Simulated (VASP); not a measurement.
# CH4 in VASP: a series of runs

Aim: see how the results for CH4 move with the level of theory and the settings. Levels: LDA, PBE+D3(BJ). Tasks: relaxation of the atoms, single point.

All numbers are computed with VASP 6.6.1; they aren't measurements. Logs are shortened: lines on timing, memory, paths and dates and some standing lists are left out, and cuts for length are marked.

### 1 The structure

The cell holds a molecule in a box, 5 atoms: a = 12.000 Å, b = 12.500 Å, c = 13.000 Å, α = 90.00°, β = 90.00°, γ = 90.00°.

### 2 Relaxation of the atoms, LDA

Input file INCAR:

```
SYSTEM = H4C
ALGO = Normal
EDIFF = 1E-7
EDIFFG = -0.003
ENCUT = 520
GGA = CA
IBRION = 2
ISIF = 2
ISMEAR = 0
LASPH = .True.
LCHARG = .False.
LREAL = .False.
LWAVE = .False.
NELM = 100
NSW = 100
PREC = Accurate
SIGMA = 0.01
```

Input file KPOINTS:

```
k-points
0
Gamma
  1 1 1
  0 0 0
```

Input file POSCAR:

```
H4C
1.0
   12.0000000000      0.0000000000      0.0000000000
    0.0000000000     12.5000000000      0.0000000000
    0.0000000000      0.0000000000     13.0000000000
C H
1 4
Direct
    0.4784925574      0.5000003034      0.4719230769
    0.4784925574      0.5000003034      0.5561538462
    0.5645230574      0.5000003034      0.4438461538
    0.4354769426      0.5715245157      0.4438461538
    0.4354780372      0.4284754843      0.4438461538
```

Potentials or basis: VASP PAW LDA potentials, release 64 (C, H).

Launch:

```
cat potpaw_LDA.64/C/POTCAR potpaw_LDA.64/H/POTCAR > POTCAR
mpirun -np 1 vasp_gam > vasp.out
```

OUTCAR:

```text
SYSTEM = H4C
   EDIFF = 1E-7
   EDIFFG = -0.003
   ENCUT = 520
   GGA = CA
   IBRION = 2
   ISIF = 2
   ISMEAR = 0
   LASPH = .True.
   LREAL = .False.
   NELM = 100
   NSW = 100
   PREC = Accurate

 ion  position               nearest neighbor table
   1  0.478  0.500  0.472-   4 1.09   3 1.09   5 1.09   2 1.10
   2  0.478  0.500  0.556-   1 1.10
   3  0.565  0.500  0.444-   1 1.09
   4  0.435  0.572  0.444-   1 1.09
   5  0.435  0.428  0.444-   1 1.09

  LATTYP: Found a simple orthorhombic cell.
 ALAT       =    12.0000000000
 B/A-ratio  =     1.0416666667
 C/A-ratio  =     1.0833333333

  Lattice vectors:

 A1 = (  12.0000000000,   0.0000000000,   0.0000000000)
 A2 = (   0.0000000000,  12.5000000000,   0.0000000000)
 A3 = (   0.0000000000,   0.0000000000,  13.0000000000)

Analysis of symmetry for initial positions (statically):
=====================================================================
 Subroutine PRICEL returns:
 Original cell was already a primitive cell.

 Routine SETGRP: Setting up the symmetry group for a
 simple orthorhombic supercell.

 Subroutine GETGRP returns: Found  2 space group operations
 (whereof  2 operations were pure point group operations)
 out of a pool of  8 trial point group operations.

The static configuration has the point symmetry C_1h.

Analysis of symmetry for dynamics (positions and initial velocities):
=====================================================================
 Subroutine PRICEL returns:
 Original cell was already a primitive cell.

 Routine SETGRP: Setting up the symmetry group for a
 simple orthorhombic supercell.

 Subroutine GETGRP returns: Found  2 space group operations
 (whereof  2 operations were pure point group operations)
 out of a pool of  8 trial point group operations.

The dynamic configuration has the point symmetry C_1h.

 Subroutine INISYM returns: Found  2 space group operations
 (whereof  2 operations are pure point group operations),
 and found     1 'primitive' translations

----------------------------------------------------------------------------------------

                                     Primitive cell

  volume of cell :    1950.0000

  direct lattice vectors                    reciprocal lattice vectors
    12.000000000  0.000000000  0.000000000     0.083333333  0.000000000  0.000000000
     0.000000000 12.500000000  0.000000000     0.000000000  0.080000000  0.000000000
     0.000000000  0.000000000 13.000000000     0.000000000  0.000000000  0.076923077

  length of vectors
    12.000000000 12.500000000 13.000000000     0.083333333  0.080000000  0.076923077

  position of ions in fractional coordinates (direct lattice)
     0.478492557  0.500000303  0.471923077
     0.478492557  0.500000303  0.556153846
     0.564523057  0.500000303  0.443846154
     0.435476943  0.571524516  0.443846154
     0.435478037  0.428475484  0.443846154

  ion indices of the primitive-cell ions
   primitive index   ion index
                 1           1
                 2           2
                 3           3
                 4           4
                 5           5

----------------------------------------------------------------------------------------

 KPOINTS: k-points

Automatic generation of k-mesh.
 Grid dimensions read from file:
 generate k-points for:    1    1    1

 Generating k-lattice:

  Cartesian coordinates                     Fractional coordinates (reciprocal lattice)
     0.083333333  0.000000000  0.000000000     1.000000000  0.000000000  0.000000000
     0.000000000  0.080000000  0.000000000     0.000000000  1.000000000  0.000000000
     0.000000000  0.000000000  0.076923077     0.000000000  0.000000000  1.000000000

  Length of vectors
     0.083333333  0.080000000  0.076923077

  Shift w.r.t. Gamma in fractional coordinates (k-lattice)
     0.000000000  0.000000000  0.000000000

 Subroutine IBZKPT returns following result:
 ===========================================

 Found      1 irreducible k-points:

 Following reciprocal coordinates:
            Coordinates               Weight
  0.000000  0.000000  0.000000      1.000000
   k-points           NKPTS =      1   k-points in BZ     NKDIM =      1   number of bands    NBANDS=      8
   number of dos      NEDOS =    301   number of ions     NIONS =      5
   total plane-waves  NPLWV = 846720
   dimension x,y,z NGX =    90 NGY =   96 NGZ =   98
   dimension x,y,z NGXF=   180 NGYF=  192 NGZF=  196
   ions per type =               1   4
   NGX,Y,Z   is equivalent  to a cutoff of  12.47, 12.77, 12.53 a.u.
   NGXF,Y,Z  is equivalent  to a cutoff of  24.94, 25.54, 25.06 a.u.
 SYSTEM =  H4C
   PREC   = accura    normal or accurate (medium, high low for compatibility)
   ISTART =      0    job   : 0-new  1-cont  2-samecut
   ICHARG =      2    charge: 1-file 2-atom 10-const
   ISPIN  =      1    spin polarized calculation?
   LNONCOLLINEAR =      F non collinear calculations
   LSORBIT =      F    spin-orbit coupling
   LASPH  =      T    aspherical Exc in radial PAW
   ENCUT  =  520.0 eV  38.22 Ry    6.18 a.u.  22.31 23.24 24.17*2*pi/ulx,y,z
   NELM   =    100;   NELMIN=  2; NELMDL= -5     # of ELM steps
   EDIFF  = 0.1E-06   stopping-criterion for ELM
   LREAL  =      F    real-space projection
   EDIFFG = -.3E-02   stopping-criterion for IOM
   NSW    =    100    number of steps for IOM
   IBRION =      2    ionic relax: 0-MD 1-quasi-New 2-CG
   NFREE  =      1    steps in history (QN), initial steepest desc. (CG)
   ISIF   =      2    stress and relaxation
   ISYM   =      2    0-nonsym 1-usesym 2-fastsym
   POTIM  = 0.5000    time-step for ionic-motion
   TEBEG  =    0.0;   TEEND  =   0.0 temperature during run
   PSTRESS=    0.0 pullay stress
   NELECT =       8.0000    total number of electrons
   NUPDOWN=      -1.0000    fix difference up-down
   EMIN   =  10.00;   EMAX   =-10.00  energy-range for DOS
   EFERMI =   0.00;   METHOD = LEGACY
   ISMEAR =     0;   SIGMA  =   0.01  broadening in eV -4-tet -1-fermi 0-gaus
   EFERMI_NEDOS =   21; number of points for ismear=-14 and -15
   IALGO  =     38    algorithm
   IMIX   =      4    mixing-type and parameters
     AMIX     =   0.40;   BMIX     =  1.00
     AMIX_MAG =   1.60;   BMIX_MAG =  1.00
  volume/ion in A,a.u.               =     390.00      2631.85
  Fermi-wavevector in a.u.,A,eV,Ry     =   0.262076  0.495251  0.934498  0.068684
  Thomas-Fermi vector in A             =   1.091609
   LORBIT       =      0    0 simple, 1 ext, 2 COOP (PROOUT), +10 PAW based schemes
   GGA     = CA    functional components
   LHFCALC =     F    Hartree Fock is set to
   AEXX    =    0.0000 exact exchange contribution
   IVDW    =     0    specifies the selected vdW correction
   LEPSILON=     F    determine dielectric tensor
   LRPA    =     F    only Hartree local field effects (RPA)
 conjugate gradient relaxation of ions
 non-spin polarized calculation
 Gauss-broadening in eV      SIGMA  =   0.01
  energy-cutoff  :      520.00
  volume of cell :     1950.00
 maximum number of plane-waves:     26244
 NGX is ok and might be reduce to    90
   NGX = 45   NGY = 47   NGZ = 49

--------------------------------------- Ionic step        1  -------------------------------------------

 number of electron       7.9999998 magnetization

 Free energy of the ion-electron system (eV)
  ---------------------------------------------------
  ext. energy  EPLUGINS =         0.00000000
  ---------------------------------------------------
  free energy    TOTEN  =       -24.79167037 eV

  energy without entropy =      -24.79167037  energy(sigma->0) =      -24.79167037

------------------------ aborting loop because EDIFF is reached ----------------------------------------

  FORCE on cell =-STRESS in cart. coord.  units (eV):
  Direction    XX          YY          ZZ          XY          YZ          ZX
  --------------------------------------------------------------------------------------
  -------------------------------------------------------------------------------------
  Total        0.0744998      0.0744764      0.0735539      0.0000000      0.0000000      0.0000304
  in kB        0.0612112      0.0611920      0.0604340      0.0000000      0.0000000      0.0000249
  external PRESSURE =       0.0609458 kB  Pullay stress =       0.0000000 kB
[... 63 lines left out ...]
  energy  without entropy=      -24.7920501767  energy(sigma->0) =      -24.79205018

--------------------------------------- Ionic step        3  -------------------------------------------

 number of electron       7.9999998 magnetization

 Free energy of the ion-electron system (eV)
  ---------------------------------------------------
  ext. energy  EPLUGINS =         0.00000000
  ---------------------------------------------------
  free energy    TOTEN  =       -24.79222826 eV

  energy without entropy =      -24.79222826  energy(sigma->0) =      -24.79222826

 E-fermi :  -9.3099     XC(G=0):  -0.3662

 val. band max:       -9.3625419288   @ k =   0.0000   0.0000   0.0000
 cond. band min:      -0.4168592145   @ k =   0.0000   0.0000   0.0000
 fundamental gap:      8.9456827143
 Fermi energy:        -9.3098847872

 k-point     1 :       0.0000    0.0000    0.0000
  band No.  band energies     occupation
      1     -16.8292      2.00000
      2      -9.3627      2.00000
      3      -9.3626      2.00000
      4      -9.3625      2.00000
      5      -0.4169      0.00000
      6       0.4739      0.00000
      7       0.6616      0.00000
      8       0.7188      0.00000

------------------------ aborting loop because EDIFF is reached ----------------------------------------
[... 28 lines left out ...]
  FREE ENERGIE OF THE ION-ELECTRON SYSTEM (eV)
  ---------------------------------------------------
  free  energy   TOTEN  =       -24.7922282583 eV

  energy  without entropy=      -24.7922282583  energy(sigma->0) =      -24.79222826

 reached required accuracy - stopping structural energy minimisation
```

Run time: 3.4 min. Hardware: 1 thread of Intel Xeon Platinum 8488C (Sapphire Rapids), shared host; peak memory 0.89 GiB.

Results:

```
Free energy                     : -24.7922 eV
Energy gained by relaxing       : 0.1 meV/atom
Ionic steps                     : 3
Gap between the frontier levels : 8.95 eV
```

The path:
```csv
step,energy change (eV),largest force (eV/Å),pressure (GPa)
1,0.0000,0.0954,0.01
2,-0.0004,0.0537,-0.01
3,-0.0006,0.0005,-0.01
```

Final structure:
```yaml
crystal:
  lattice:
    - [12.00000, 0.00000, 0.00000]
    - [0.00000, 12.50000, 0.00000]
    - [0.00000, 0.00000, 13.00000]
  atoms:
    - { symbol: C, position: [0.47849, 0.50000, 0.47192] }
    - { symbol: H, position: [0.47849, 0.50000, 0.55638] }
    - { symbol: H, position: [0.56475, 0.50000, 0.44377] }
    - { symbol: H, position: [0.43536, 0.57172, 0.44377] }
    - { symbol: H, position: [0.43536, 0.42828, 0.44377] }
```

### 3 Single point, PBE+D3(BJ)

Input file INCAR:

```
SYSTEM = H4C
PREC = Accurate
ENCUT = 520
EDIFF = 1E-7
ISMEAR = 0
SIGMA = 0.01
LREAL = .FALSE.
LASPH = .TRUE.
NELM = 60
ALGO = Normal
ISIF = 2
LWAVE = .FALSE.
LCHARG = .FALSE.
GGA = PE
IVDW = 12
NBANDS = 12
```

Input file KPOINTS:

```
Automatic mesh
0
G
  1 1 1
  0 0 0
```

Input file POSCAR:

```
H4C
1.0
   12.0000000000      0.0000000000      0.0000000000
    0.0000000000     12.5000000000      0.0000000000
    0.0000000000      0.0000000000     13.0000000000
C H
1 4
Direct
    0.4784921129      0.5000000000      0.4719233601
    0.4784930280      0.5000000000      0.5561661298
    0.5645357284      0.5000000000      0.4438423159
    0.4354711413      0.5715358107      0.4438417893
    0.4354711413      0.4284641893      0.4438417893
```

Potentials or basis: VASP PAW PBE potentials, release 64 (C, H).

Launch:

```
cat potpaw_PBE.64/C/POTCAR potpaw_PBE.64/H/POTCAR > POTCAR
mpirun -np 1 vasp_gam > vasp.out
```

Run time: 3.4 min. Hardware: 1 thread of Intel Xeon Platinum 8488C (Sapphire Rapids), shared host; peak memory 1.3 GiB.

Results (log left out):

| Quantity | Value |
| --- | --- |
| Free energy | -24.0739 eV |
| Largest force | 0.024 eV/Å |
| Gap between the frontier levels | 8.91 eV |
| Dispersion energy per atom | -0.006 eV |

Forces on the atoms (eV/Å):
```
C    0.000  0.000  0.000
H    0.000  0.000  0.024
H    0.023  0.000 -0.008
H   -0.011  0.020 -0.008
H   -0.011 -0.020 -0.008
```

Levels at points of the mesh, in eV from the valence-band top:
```
           k point  band 1  band 2  band 3  band 4  band 5  band 6  band 7  band 8
(0.00, 0.00, 0.00)   -7.60    0.00    0.00    0.00    8.91    9.84    9.99   10.04
```

### 4 Relaxation of the atoms, PBE+D3(BJ)

Input file INCAR:

```
SYSTEM = H4C
PREC = Accurate ; ENCUT = 520
EDIFF = 1E-7 ; ISMEAR = 0
SIGMA = 0.01 ; LREAL = .False.
LASPH = .True. ; NELM = 100
ALGO = Fast ; ISIF = 2
LWAVE = .False. ; LCHARG = .False.
GGA = PE ; IVDW = 12
IBRION = 2 ; NSW = 100
EDIFFG = -0.003
```

Input file KPOINTS:

```
regular mesh
0
Gamma
  1 1 1
  0 0 0
```

Input file POSCAR:

```
H4C
1.0
   12.0000000000      0.0000000000      0.0000000000
    0.0000000000     12.5000000000      0.0000000000
    0.0000000000      0.0000000000     13.0000000000
C H
1 4
Direct
    0.4784925574      0.5000003034      0.4719230769
    0.4784925574      0.5000003034      0.5561538462
    0.5645230574      0.5000003034      0.4438461538
    0.4354769426      0.5715245157      0.4438461538
    0.4354780372      0.4284754843      0.4438461538
```

Launch:

```
cat potpaw_PBE.64/C/POTCAR potpaw_PBE.64/H/POTCAR > POTCAR
mpirun -np 1 vasp_gam > vasp.out
```

Wall time 6.5 min (1 thread of Intel Xeon Platinum 8488C (Sapphire Rapids), shared host); peak memory 1.5 GiB.

It converged, with:

```yaml
Free_energy: -24.0739 eV
Energy_gained_by_relaxing: 0.0 meV/atom
Ionic_steps: 3
Gap_between_the_frontier_levels: 8.90 eV
Dispersion_energy_per_atom: -0.006 eV
```

Final structure:
```
C H
1.0
    12.00000    0.00000    0.00000
     0.00000   12.50000    0.00000
     0.00000    0.00000   13.00000
C H
1 4
Direct
  0.47849 0.50000 0.47192
  0.47849 0.50000 0.55622
  0.56459 0.50000 0.44382
  0.43544 0.57158 0.44382
  0.43544 0.42842 0.44382
```

Levels at points of the mesh, in eV from the valence-band top:
| k point | band 2 | band 3 | band 4 | band 5 | band 6 | band 7 |
| --- | --- | --- | --- | --- | --- | --- |
| (0.00, 0.00, 0.00) | 0.00 | 0.00 | 0.00 | 8.90 | 9.84 | 9.98 |

### 5 Overview

| task | level | potentials or basis | cell | gap on the mesh (eV) |
| --- | --- | --- | --- | --- |
| relaxation of the atoms | LDA | VASP PAW LDA potentials, release 64 (C, H) | atoms relaxed | 8.95 |
| single point | PBE+D3(BJ) | VASP PAW PBE potentials, release 64 (C, H) | as given | 8.91 |
| relaxation of the atoms | PBE+D3(BJ) | VASP PAW PBE potentials, release 64 (C, H) | atoms relaxed | 8.90 |

Alike in all rows: no spin polarisation; k mesh 1 × 1 × 1; cutoff (eV) 520; smearing gaussian 0.01 eV.

Total energies depend on the potentials used, so only differences within one code and one set of settings carry meaning.
